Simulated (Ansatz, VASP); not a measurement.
# Two plane-wave programs on BN

```
CELL_PARAMETERS angstrom
2.59290 0.00000 0.00000
-1.29645 2.24552 0.00000
0.00000 0.00000 4.09778
ATOMIC_POSITIONS crystal
B 0.66667 0.33333 0.99981
B 0.33333 0.66667 0.49981
N 0.66667 0.33333 0.62519
N 0.33333 0.66667 0.12519
```

Change from the starting cell: strain +0.015 along x and y, -0.030 along z, atoms carried along.

Alike in both runs: task single point; functional PBE; k mesh 12 × 12 × 6; occupations gaussian, width 0.05 eV; no spin polarisation.

|  | VASP | Ansatz |
| --- | --- | --- |
| version | VASP 6.6.1 | Ansatz 0.2.0 |
| potentials or method | VASP PAW PBE potentials, release 64 (B, N) | scalar-relativistic, plane waves, PAW |
| plane-wave cutoff (eV) | 520 | 420 |
| valence electrons in the cell | 16 | 16 |

Ansatz gave:

```
gap on the k mesh at the Fermi level (eV)       : 5.37
least direct gap on the mesh (eV)               : 7.88
pressure (GPa)                                  : 1.4
largest component of the traceless stress (GPa) : 29.44
rms of the force components (eV/Å)              : 0.074
```

Q: Estimate VASP's values.

A: gap on the k mesh at the Fermi level (eV): 5.36; least direct gap on the mesh (eV): 7.88; pressure (GPa): 1.7; largest component of the traceless stress (GPa): 29.62; rms of the force components (eV/Å): 0.078.

Atom by atom the forces differ by 0.004 eV/Å (rms over components). The functional is the same, so the differences come from potentials, cutoffs and numerics.

A k mesh can miss the band edges.
